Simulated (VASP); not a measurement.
Crystal: PbSe (Clausthalite).

```
Pb Se
1.0
     0.00000    6.12130    6.12130
     6.12130    0.00000    6.12130
     6.12130    6.12130    0.00000
Pb Se
8 8
Cartesian
  0.0000 0.0000 0.0000
  3.0606 3.0606 0.0000
  3.0606 0.0000 3.0606
  6.1213 3.0606 3.0606
  0.0000 3.0606 3.0606
  3.0606 6.1213 3.0606
  3.0606 3.0606 6.1213
  6.1213 6.1213 6.1213
  3.0606 3.0606 3.0606
  6.1213 6.1213 3.0606
  6.1213 3.0606 6.1213
  9.1820 6.1213 6.1213
  3.0606 6.1213 6.1213
  6.1213 9.1820 6.1213
  6.1213 6.1213 9.1820
  9.1820 9.1820 9.1820
```

```yaml
Program: VASP 6.6.1
Task: phonon dispersion
Functional: PBEsol
Potentials_or_basis: VASP PAW PBE potentials, release 64 (Pb_d, Se)
Cutoff: 520 eV
k_mesh: 2 × 2 × 2
Occupations: gaussian, width 0.03 eV
Spin: no spin polarisation
Long-range_dipole_term: yes
Supercell_matrix: "[2, 0, 0, 0, 2, 0, 0, 0, 2]"
Further_INCAR_settings: LREAL = Auto; ALGO = Fast; EDIFF = 1e-07; IBRION = 6; POTIM = 0.015; NSW = 1
```

Question: Is this structure dynamically stable at this level, and how far does the spectrum reach?

Answer: No: the interpolated spectrum has imaginary modes, down to 112i cm⁻¹ near X. The highest frequency is 138 cm⁻¹.

Phonon frequencies at the corners of the path (cm⁻¹, interpolated; i marks imaginary ones):
```csv
point,frequencies
Γ,95i 95i 80i 0 0 0
X,112i 8 8 42 52 52
W,31 31 53 56 56 91
K,52i 38 58 63 74 85
L,57 57 104 117 117 138
U,52i 38 58 63 74 85
```

A q mesh this small can miss soft modes between its points.

Caveat: the k mesh is coarse (spacing up to 0.44 Å⁻¹), so the values aren't converged; some modes are imaginary.
